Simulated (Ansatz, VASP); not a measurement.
**Two plane-wave programs on LiCl**

INCAR

```
SYSTEM = LiCl
ALGO     = Normal         ! electronic algorithm
EDIFF    = 1E-6           ! SCF threshold, eV
ENCUT    = 520            ! plane-wave cutoff, eV
GGA      = PE             ! functional
ISIF     = 2              ! what is computed and relaxed
ISMEAR   = -1             ! smearing method
LASPH    = .TRUE.         ! aspherical terms in the spheres
LCHARG   = .FALSE.        ! write CHGCAR
LREAL    = .FALSE.        ! projectors in reciprocal space
LWAVE    = .FALSE.        ! write WAVECAR
NBANDS   = 18             ! bands
NELM     = 60             ! most SCF steps
PREC     = Accurate       ! precision mode
SIGMA    = 0.02           ! smearing width, eV
```

KPOINTS

```
k-points
0
G
  12 12 6
  0 0 0
```

File POSCAR:

```
LiCl
1.0
    4.1914229086      0.0000000000      0.0000000000
   -2.0957114543      3.6298787168      0.0000000000
    0.0000000000      0.0000000000      5.2325458168
Li Cl
2 2
Direct
    0.3333333333      0.6666666667      0.2500000000
    0.6666666667      0.3333333333      0.7500000000
    0.6666666667      0.3333333333      0.2500000000
    0.3333333333      0.6666666667      0.7500000000
```

Input for Ansatz:

```yaml
crystal:
  lattice:
    - [4.1914229086, 0.0, 0.0]
    - [-2.0957114543, 3.6298787168, 0.0]
    - [0.0, 0.0, 5.2325458168]
  atoms:
    - { symbol: Li, position: [0.3333333333, 0.6666666667, 0.25] }
    - { symbol: Li, position: [0.6666666667, 0.3333333333, 0.75] }
    - { symbol: Cl, position: [0.6666666667, 0.3333333333, 0.25] }
    - { symbol: Cl, position: [0.3333333333, 0.6666666667, 0.75] }
kpoints:
  mp_grid: { grid: [12, 12, 6] }
  band_path:
    path:
      - [0.0, 0.0, 0.0]
      - [0.5, 0.0, 0.0]
      - [0.3333333333, 0.3333333333, 0.0]
      - [0.0, 0.0, 0.5]
      - [0.5, 0.0, 0.5]
      - [0.3333333333, 0.3333333333, 0.5]
    npoints: 1
hamiltonian:
  xc: pbe
scf:
  occupations: { method: fermi_dirac, width: 0.02 }
  n_extra_bands: 5
output:
  forces: true
  stress: true
  eigenvalues: true
```

Change from the starting cell: biaxial_xy strain +0.7%.

Alike in both runs: task single point; functional PBE; k mesh 12 × 12 × 6; occupations fermi-dirac, width 0.02 eV; no spin polarisation.

|  | VASP | Ansatz |
| --- | --- | --- |
| version | VASP 6.6.1 | Ansatz 0.2.0 |
| potentials or method | VASP PAW PBE potentials, release 64 (Li_sv, Cl) | plane waves, PAW |
| plane-wave cutoff (eV) | 520 | 420 |
| valence electrons in the cell | 20 | 20 |

```tsv
	VASP	Ansatz	Ansatz less VASP
gap on the k mesh at the Fermi level (eV)	5.63	5.62	-0.007
```

 A k mesh can miss the band edges.
